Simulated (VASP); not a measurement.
# MnO (P-6m2) in VASP: notebook

The runs below take MnO through single point, with LDA.

All numbers are computed with VASP 6.6.1; they aren't measurements. Logs are shortened: lines on timing, memory, paths and dates and some standing lists are left out, and cuts for length are marked.

## 1. The crystal as given

It takes space group P-6m2 (No. 187, hexagonal). Conventional cell: a = 2.969 Å, b = 2.969 Å, c = 2.898 Å, α = 90.00°, β = 90.00°, γ = 120.00°. Around Mn (site symmetry -6m2) lie 6 O at 2.24 Å. O (site symmetry -6m2) is surrounded by 6 Mn at 2.24 Å.

Measurements of this composition are mostly on another form, of space group No. 225.

## 2. Single point, LDA, collinear spin, antiferromagnetic start

The input, INCAR:

```
PREC = Accurate
ENCUT = 520
EDIFF = 1E-7
ISMEAR = 0
SIGMA = 0.05
LREAL = False
LASPH = True
NELM = 100
ALGO = Normal
ISIF = 2
LWAVE = False
LCHARG = False
ISPIN = 2
MAGMOM = 4 -4 0 0
LORBIT = 11
LMAXMIX = 4
GGA = CA
NBANDS = 31
```

The input, KPOINTS:

```
Automatic mesh
0
Gamma
  7 7 7
```

The input, POSCAR:

```
MnO
1.0
   -1.4847429600      2.5716502300      2.8980711300
    2.9694859100      0.0000000000      2.8980711300
    1.4847429500      2.5716502300      0.0000000000
Mn O
2 2
Direct
    0.0000000000      0.0000000000      0.0000000000
    0.5000000000      0.5000000000      0.5000000000
    0.0833333333      0.4166666667      0.2500000000
    0.5833333333      0.9166666667      0.7500000000
```

Potentials or basis: VASP PAW LDA potentials, release 64 (Mn_pv, O).

Run with:

```bash
> cat potpaw_LDA.64/Mn_pv/POTCAR potpaw_LDA.64/O/POTCAR > POTCAR
> mpirun -np 1 vasp_std > vasp.out
```

OUTCAR:

```text
PREC = Accurate
   ENCUT = 520
   EDIFF = 1E-7
   ISMEAR = 0
   LREAL = False
   LASPH = True
   NELM = 100
   ISIF = 2
   ISPIN = 2
   LORBIT = 11
   GGA = CA

 ion  position               nearest neighbor table
   1  0.000  0.000  0.000-   4 2.24   3 2.24   4 2.24   3 2.24   4 2.24   3 2.24   2 2.90   2 2.90
                             2 2.97   2 2.97   2 2.97   2 2.97
   2  0.500  0.500  0.500-   3 2.24   4 2.24   4 2.24   3 2.24   3 2.24   4 2.24   1 2.90   1 2.90
                             1 2.97   1 2.97   1 2.97   1 2.97
   3  0.083  0.417  0.250-   1 2.24   2 2.24   1 2.24   2 2.24   1 2.24   2 2.24
   4  0.583  0.917  0.750-   2 2.24   1 2.24   2 2.24   1 2.24   2 2.24   1 2.24

  LATTYP: Found a body centered orthorhombic cell.
 ALAT       =     2.9694859038
 B/A-ratio  =     1.7320508119
 C/A-ratio  =     1.9519009174

  Lattice vectors:

 A1 = (   1.4847429600,  -2.5716502300,  -2.8980711300)
 A2 = (  -1.4847429600,   2.5716502300,  -2.8980711300)
 A3 = (   2.9694859100,   0.0000000000,   2.8980711300)

Analysis of symmetry for initial positions (statically):
=====================================================================
 Subroutine PRICEL returns following result:

  LATTYP: Found a hexagonal cell.
 ALAT       =     2.9694859038
 C/A-ratio  =     0.9759504587

  Lattice vectors:

 A1 = (   1.4847429500,   2.5716502300,   0.0000000000)
 A2 = (  -2.9694859100,   0.0000000000,   0.0000000000)
 A3 = (   0.0000000000,   0.0000000000,   2.8980711300)

   2 primitive cells build up your supercell.

 Routine SETGRP: Setting up the symmetry group for a
 body centered orthorhombic supercell.

 Subroutine GETGRP returns: Found  4 space group operations
 (whereof  4 operations were pure point group operations)
 out of a pool of  8 trial point group operations.

The static configuration has the point symmetry C_2v.

Analysis of symmetry for dynamics (positions and initial velocities):
=====================================================================
 Subroutine PRICEL returns following result:

  LATTYP: Found a hexagonal cell.
 ALAT       =     2.9694859038
 C/A-ratio  =     0.9759504587

  Lattice vectors:

 A1 = (   1.4847429500,   2.5716502300,   0.0000000000)
 A2 = (  -2.9694859100,   0.0000000000,   0.0000000000)
 A3 = (   0.0000000000,   0.0000000000,   2.8980711300)

   2 primitive cells build up your supercell.

 Routine SETGRP: Setting up the symmetry group for a
 body centered orthorhombic supercell.

 Subroutine GETGRP returns: Found  4 space group operations
 (whereof  4 operations were pure point group operations)
 out of a pool of  8 trial point group operations.

The dynamic configuration has the point symmetry C_2v.

Analysis of structural, dynamic, and magnetic symmetry:
=====================================================================
 Subroutine PRICEL returns following result:

  LATTYP: Found a hexagonal cell.
 ALAT       =     2.9694859038
 C/A-ratio  =     0.9759504587

  Lattice vectors:

 A1 = (   1.4847429500,   2.5716502300,   0.0000000000)
 A2 = (  -2.9694859100,   0.0000000000,   0.0000000000)
 A3 = (   0.0000000000,   0.0000000000,   2.8980711300)

   2 primitive cells build up your supercell.

 Routine SETGRP: Setting up the symmetry group for a
 body centered orthorhombic supercell.

 Subroutine GETGRP returns: Found  4 space group operations
 (whereof  4 operations were pure point group operations)
 out of a pool of  8 trial point group operations.

The overall configuration has the point symmetry C_2v.

 Subroutine INISYM returns: Found  4 space group operations
 (whereof  4 operations are pure point group operations),
 and found     2 'primitive' translations

----------------------------------------------------------------------------------------

                                     Primitive cell

  volume of cell :      22.1311

  direct lattice vectors                    reciprocal lattice vectors
     1.484742950  2.571650230  0.000000000     0.000000000  0.388855369  0.000000000
    -2.969485910  0.000000000  0.000000000    -0.336758628  0.194427684  0.000000000
     0.000000000  0.000000000  2.898071130     0.000000000  0.000000000  0.345057093

  length of vectors
     2.969485904  2.969485910  2.898071130     0.388855369  0.388855369  0.345057093

  position of ions in fractional coordinates (direct lattice)
     0.000000000  0.000000000  0.000000000
     0.333333333  0.666666667  0.500000000

  ion indices of the primitive-cell ions
   primitive index   ion index
                 1           1
                 2           3

----------------------------------------------------------------------------------------

 KPOINTS: Automatic mesh

Automatic generation of k-mesh.
 Grid dimensions read from file:
 generate k-points for:    7    7    7

 Generating k-lattice:

  Cartesian coordinates                     Fractional coordinates (reciprocal lattice)
[... 74 lines left out ...]
   LEPSILON=     F    determine dielectric tensor
   LRPA    =     F    only Hartree local field effects (RPA)
 spin polarized calculation
 Gauss-broadening in eV      SIGMA  =   0.05
  energy-cutoff  :      520.00
  volume of cell :       44.26
 maximum number of plane-waves:      1211
   NGX = 15   NGY = 15   NGZ = 11

 number of electron      37.9999992 magnetization       0.0000000

 number of electron      37.9999992 magnetization      -0.0000000

 Free energy of the ion-electron system (eV)
  ---------------------------------------------------
  ext. energy  EPLUGINS =         0.00000000
  ---------------------------------------------------
  free energy    TOTEN  =       -34.93020151 eV

  energy without entropy =      -34.93003318  energy(sigma->0) =      -34.93011734

 E-fermi :   6.8255     XC(G=0): -12.3710

 val. band max:        6.8252621937   @ k =  -0.2857  -0.2857   0.4286
 cond. band min:       6.9951483887   @ k =   0.4286   0.4286   0.0000
 fundamental gap:      0.1698861950
 Fermi energy:         6.8255452966

 spin component 1

 k-point     1 :       0.0000    0.0000    0.0000
  band No.  band energies     occupation
      1     -43.1681      1.00000
      2     -43.0866      1.00000
      3     -43.0297      1.00000
      4     -39.1253      1.00000
      5     -39.0018      1.00000
      6     -38.9352      1.00000
[... 23 lines left out ...]
     30      19.8212      0.00000
     31      20.3186      0.00000

 k-point     2 :       0.1429   -0.0000    0.0000
  band No.  band energies     occupation
      1     -43.1682      1.00000
      2     -43.0866      1.00000
      3     -43.0299      1.00000
      4     -39.1257      1.00000
      5     -39.0018      1.00000
      6     -38.9356      1.00000
[... 740 lines left out ...]
 k-point    24 :       0.2857    0.2857    0.1429
  band No.  band energies     occupation
      1     -43.1677      1.00000
      2     -43.0985      1.00000
      3     -43.0292      1.00000
      4     -39.1251      1.00000
      5     -39.0164      1.00000
      6     -38.9356      1.00000
[... 23 lines left out ...]
     30      19.6928      0.00000
     31      20.3743      0.00000

 [... further k-points ...]

 spin component 2

 k-point     1 :       0.0000    0.0000    0.0000
  band No.  band energies     occupation
      1     -43.1681      1.00000
      2     -43.0866      1.00000
      3     -43.0297      1.00000
      4     -39.1253      1.00000
      5     -39.0018      1.00000
      6     -38.9352      1.00000
[... 23 lines left out ...]
     30      19.8212      0.00000
     31      20.3186      0.00000

 k-point     2 :       0.1429   -0.0000    0.0000
  band No.  band energies     occupation
      1     -43.1682      1.00000
      2     -43.0866      1.00000
      3     -43.0299      1.00000
      4     -39.1257      1.00000
      5     -39.0018      1.00000
      6     -38.9356      1.00000
[... 740 lines left out ...]
 k-point    24 :       0.2857    0.2857    0.1429
  band No.  band energies     occupation
      1     -43.1677      1.00000
      2     -43.0985      1.00000
      3     -43.0292      1.00000
      4     -39.1251      1.00000
      5     -39.0164      1.00000
      6     -38.9356      1.00000
[... 23 lines left out ...]
     30      19.6928      0.00000
     31      20.3743      0.00000

 [... further k-points ...]
[... 5 lines left out ...]
  --------------------------------------------------------------------------------------
  -------------------------------------------------------------------------------------
  Total       -4.6335836     -3.7515680     -8.8524759      0.7638479     -0.0000000      0.0000000
  in kB     -167.7240640   -135.7973207   -320.4373499     27.6493705     -0.0000000      0.0000000
  external PRESSURE =    -207.9862449 kB  Pullay stress =       0.0000000 kB

 VOLUME and BASIS-vectors are now :
 -----------------------------------------------------------------------------
  energy-cutoff  :      520.00
  volume of cell :       44.26
      direct lattice vectors                 reciprocal lattice vectors
    -1.484742960  2.571650230  2.898071130    -0.168379314  0.097213842  0.172528547
     2.969485910  0.000000000  2.898071130     0.168379314 -0.097213842  0.172528547
     1.484742950  2.571650230  0.000000000     0.168379314  0.291641527 -0.172528547

 POSITION                                       TOTAL-FORCE (eV/Angst)
 -----------------------------------------------------------------------------------
      0.00000      0.00000      0.00000         0.191253     -0.110420      0.000000
      1.48474      2.57165      2.89807         0.191253     -0.110420      0.000000
      1.48474      0.85722      1.44904        -0.191253      0.110420      0.000000
      2.96949      3.42887      4.34711        -0.191253      0.110420      0.000000
 -----------------------------------------------------------------------------------
    total drift:                               -0.000192      0.000111      0.000000

  FREE ENERGIE OF THE ION-ELECTRON SYSTEM (eV)
  ---------------------------------------------------
  free  energy   TOTEN  =       -34.9302015105 eV

  energy  without entropy=      -34.9300331790  energy(sigma->0) =      -34.93011734

 total charge

# of ion       s       p       d       tot
------------------------------------------
    1        0.215   6.188   4.958  11.360
    2        0.215   6.188   4.958  11.360
    3        1.551   3.360   0.000   4.911
    4        1.551   3.360   0.000   4.911
--------------------------------------------------
tot          3.532  19.096   9.915  32.543

 magnetization (x)

# of ion       s       p       d       tot
------------------------------------------
    1        0.024   0.028   4.052   4.103
    2       -0.024  -0.028  -4.052  -4.103
    3        0.000   0.000   0.000   0.000
    4        0.000   0.000   0.000   0.000
--------------------------------------------------
tot          0.000   0.000   0.000   0.000
```

It took 71 s on 1 thread of Intel Xeon 6975P-C (Granite Rapids), shared host; peak memory 0.24 GiB.

What came out:

- Free energy: -34.9302 eV
- Pressure: -20.8 GPa
- Largest force: 0.221 eV/Å
- Band gap on the k mesh: none (metal or under the smearing width)
- Net moment: 0.00 μB per cell
- Site moments: Mn +4.10, -4.10; O +0.00 μB
- Valence electrons inside the program's atomic spheres: Mn 11.36; O 4.91

Forces in eV/Å, atoms in the order of the input:
```
Mn   0.191 -0.110  0.000
Mn   0.191 -0.110  0.000
O   -0.191  0.110  0.000
O   -0.191  0.110  0.000
```

Stress tensor (GPa, compression positive):
```
-16.77   2.76   0.00
  2.76 -13.58   0.00
  0.00   0.00 -32.04
```

Caveat: so large a pressure means that the cell lies far from this level's equilibrium, or that cutoff or potentials fall short; semilocal functionals often make such compounds metallic where correlation or magnetic order opens a gap, which also shifts bond lengths.

## 3. Single point, LDA, collinear spin, ferrimagnetic start

This run uses another cell than the first one, of the same volume but with other edges.

The input, INCAR:

```
PREC     = Accurate       # precision mode
ENCUT    = 520            # plane-wave cutoff, eV
EDIFF    = 1E-7           # SCF threshold, eV
ISMEAR   = 0              # smearing method
SIGMA    = 0.05           # smearing width, eV
LREAL    = F              # projectors in reciprocal space
LASPH    = T              # aspherical terms in the spheres
NELM     = 150            # most SCF steps
ALGO     = Normal         # electronic algorithm
ISIF     = 2              # what is computed and relaxed
LWAVE    = F              # write WAVECAR
LCHARG   = F              # write CHGCAR
ISPIN    = 2              # spin polarisation
MAGMOM   = 4 -2 0 0       # initial moments
LORBIT   = 11             # projections on sites
LMAXMIX  = 4              # l up to which the mixer works
NBANDS   = 31             # bands
```

The input, KPOINTS:

```
Automatic mesh
0
Gamma
  6 4 7
```

The input, POSCAR:

```
MnO
1.0
    1.4847429500      2.5716502300      0.0000000000
   -4.4542288700      2.5716502300      0.0000000000
    0.0000000000      0.0000000000      2.8980711300
Mn O
2 2
Direct
    0.0000000000      0.0000000000      0.0000000000
    0.5000000000      0.5000000000      0.0000000000
    0.5000000000      0.8333333333      0.5000000000
    0.0000000000      0.3333333333      0.5000000000
```

Potentials or basis: VASP PAW LDA potentials, release 64 (Mn_pv, O).

Run with:

```bash
> cat potpaw_LDA.64/Mn_pv/POTCAR potpaw_LDA.64/O/POTCAR > POTCAR
> mpirun -np 1 vasp_std > vasp.out
```

It took 65 s on 1 thread of Intel Xeon 6975P-C (Granite Rapids), shared host; peak memory 0.21 GiB.

Results (log left out):

| Quantity | Value |
| --- | --- |
| Free energy | -34.9686 eV |
| Pressure | -21.6 GPa |
| Largest force | 0.115 eV/Å |
| Band gap on the k mesh | none (metal or under the smearing width) |
| Net moment | 0.00 μB per cell |
| Site moments | Mn +4.05, -4.05; O +0.08, -0.08 μB |
| Valence electrons inside the program's atomic spheres | Mn 11.37; O 4.91 |

Forces in eV/Å, atoms in the order of the input:
```
Mn  -0.100  0.058  0.000
Mn  -0.100  0.058  0.000
O    0.100 -0.058  0.000
O    0.100 -0.058  0.000
```

Stress tensor (GPa, compression positive):
```
-19.63   3.37   0.00
  3.37 -15.73   0.00
  0.00   0.00 -29.50
```

Levels at points of the mesh, in eV from the Fermi level:
Spin up:
| k point | band 16 | band 17 | band 18 | band 19 | band 20 | band 21 | band 22 | band 23 |
| --- | --- | --- | --- | --- | --- | --- | --- | --- |
| (0.00, 0.00, 0.00) | -1.79 | -1.66 | -0.90 | -0.76 | -0.08 | 0.74 | 1.70 | 1.99 |
| (0.50, 0.00, 0.00) | -2.16 | -1.47 | -1.25 | -0.54 | 0.49 | 0.90 | 2.09 | 2.22 |
| (0.00, 0.50, 0.00) | -1.66 | -1.64 | -0.97 | -0.58 | -0.39 | 1.36 | 1.99 | 2.07 |
| (0.50, 0.50, 0.00) | -2.59 | -1.29 | -1.27 | -0.43 | 0.87 | 1.30 | 2.15 | 2.19 |
Spin down:
| k point | band 16 | band 17 | band 18 | band 19 | band 20 | band 21 | band 22 | band 23 |
| --- | --- | --- | --- | --- | --- | --- | --- | --- |
| (0.00, 0.00, 0.00) | -1.79 | -1.66 | -0.90 | -0.76 | -0.08 | 0.74 | 1.70 | 1.99 |
| (0.50, 0.00, 0.00) | -2.16 | -1.47 | -1.25 | -0.54 | 0.49 | 0.90 | 2.09 | 2.22 |
| (0.00, 0.50, 0.00) | -1.66 | -1.64 | -0.97 | -0.58 | -0.39 | 1.36 | 1.99 | 2.07 |
| (0.50, 0.50, 0.00) | -2.59 | -1.29 | -1.27 | -0.43 | 0.87 | 1.30 | 2.15 | 2.19 |

Caveat: so large a pressure means that the cell lies far from this level's equilibrium, or that cutoff or potentials fall short; semilocal functionals often make such compounds metallic where correlation or magnetic order opens a gap, which also shifts bond lengths. With open d or f shells a metallic result of LDA can be an artefact of self-interaction; +U or a hybrid may open a gap.

## 4. Single point, LDA, collinear spin, random start

This run uses another cell than the first one: it holds 2 atoms, not 4.

The input, INCAR:

```
PREC = Accurate
ENCUT = 520
EDIFF = 1E-6
ISMEAR = 0
SIGMA = 0.05
LREAL = F
LASPH = T
NELM = 120
ALGO = Normal
ISIF = 2
LWAVE = F
LCHARG = F
ISPIN = 2
MAGMOM = 3.16 0
LORBIT = 11
LMAXMIX = 4
GGA = CA
NBANDS = 20
```

The input, KPOINTS:

```
Automatic mesh
0
Gamma
  7 7 7
```

The input, POSCAR:

```
MnO
1.0
    2.9694859100      0.0000000000      0.0000000000
   -1.4847429600      2.5716502300      0.0000000000
    0.0000000000      0.0000000000      2.8980711300
Mn O
1 1
Direct
    0.0000000000      0.0000000000      0.0000000000
    0.6666666667      0.3333333333      0.5000000000
```

Run with:

```bash
> cat potpaw_LDA.64/Mn_pv/POTCAR potpaw_LDA.64/O/POTCAR > POTCAR
> mpirun -np 1 vasp_std > vasp.out
```

It took 14 s on 1 thread of Intel Xeon 6975P-C (Granite Rapids), shared host; peak memory 0.14 GiB.

The run converged. Its results:

```yaml
Free_energy: -17.1653 eV
Pressure: -19.2 GPa
Band_gap_on_the_k_mesh: none (metal or under the smearing width)
Net_moment: 4.43 μB per cell
Site_moments: Mn +4.01; O +0.17 μB
Valence_electrons_inside_the_program's_atomic_spheres: Mn 11.38; O 4.91
```

Stress tensor (GPa, compression positive):
```
-13.73   0.00   0.00
  0.00 -13.73   0.00
  0.00   0.00 -30.21
```

Levels at points of the mesh, in eV from the Fermi level:
Spin up:
| k point | band 10 | band 11 | band 12 | band 13 | band 14 | band 15 |
| --- | --- | --- | --- | --- | --- | --- |
| (0.00, 0.00, 0.00) | -1.54 | -0.68 | -0.68 | -0.16 | 13.23 | 14.84 |
Spin down:
```
           k point  band 5  band 6  band 7  band 8  band 9  band 10
(0.00, 0.00, 0.00)   -3.28   -3.28   -3.21   -1.01    1.17     2.02
```

Caveat: so large a pressure means that the cell lies far from this level's equilibrium, or that cutoff or potentials fall short; a cell with one magnetic atom can't hold antiferromagnetic order, which such compounds often take; semilocal functionals often make such compounds metallic where correlation or magnetic order opens a gap, which also shifts bond lengths. With open d or f shells a metallic result of LDA can be an artefact of self-interaction; +U or a hybrid may open a gap.

## 5. Summary

```tsv
spin	k mesh	supercell matrix	gap on the mesh (eV)	pressure (GPa)	moment (μB)	largest force (eV/Å)
collinear, antiferromagnetic start	7 × 7 × 7	[0, 1, 1, 1, 0, 1, 1, 1, 0]	none	-20.8	0.00	0.22
collinear, ferrimagnetic start	6 × 4 × 7	[1, 1, 0, -1, 1, 0, 0, 0, 1]	none	-21.6	0.00	0.12
collinear, random start	7 × 7 × 7	-	none	-19.2	4.43	-
```

Alike in all rows: task single point; level LDA; potentials or basis VASP PAW LDA potentials, release 64 (Mn_pv, O); cell as given; cutoff (eV) 520; smearing gaussian 0.05 eV.

Every run on the cell as given and a fine mesh finds a metal.

Caveats: so large a pressure means that the cell lies far from this level's equilibrium, or that cutoff or potentials fall short; semilocal functionals often make such compounds metallic where correlation or magnetic order opens a gap, which also shifts bond lengths; a cell with one magnetic atom can't hold antiferromagnetic order, which such compounds often take (some runs).

Total energies depend on the potentials used, so only differences within one code and one set of settings carry meaning.
